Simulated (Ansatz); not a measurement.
Input:

InN:
```cif
data_In6N6
_chemical_formula_sum 'In6 N6'
_space_group_name_H-M_alt 'P63mc'
_space_group_IT_number 186
_space_group_name_Hall 'P 6c -2c'
_cell_length_a 3.52813
_cell_length_b 3.52813
_cell_length_c 17.21637
_cell_angle_alpha 90.000
_cell_angle_beta 90.000
_cell_angle_gamma 120.000
loop_
_atom_site_label
_atom_site_type_symbol
_atom_site_symmetry_multiplicity
_atom_site_Wyckoff_symbol
_atom_site_fract_x
_atom_site_fract_y
_atom_site_fract_z
_atom_site_occupancy
In1 In 2 a 0.00000 0.00000 0.49982 1
In2 In 2 b 0.33333 0.66667 0.33358 1
In3 In 2 b 0.66667 0.33333 0.16662 1
N1 N 2 a 0.00000 0.00000 0.37461 1
N2 N 2 b 0.33333 0.66667 0.20801 1
N3 N 2 b 0.66667 0.33333 0.04105 1
```

This is the HSE06-relaxed structure.

### Question
All from HSE06 in the plane-wave PAW code Ansatz, unless another level is named. Estimate the band gap.

### Answer
0.57 eV (direct).

### Question
Next, the gap with spin–orbit coupling?

### Answer
0.58 eV (at the special points and the edges found without it).

### Question
Predict the valence-band maximum.

### Answer
at Γ.

Space group P6_3mc. The cell is a constructed one: a structure type filled with these elements. Its sites differ from those of the usual phase in this space group: another stacking or structure type. The cell was relaxed with HSE06 under the symmetry of its start; its stability against distortions is not shown here. The hybrid was solved on a coarse mesh, the path and, where they were found, the r²SCAN edge points; its band edges are the extreme levels among these. Spin–orbit coupling is left out wherever it is not named.

Potentials: the later of the program's two PAW sets.
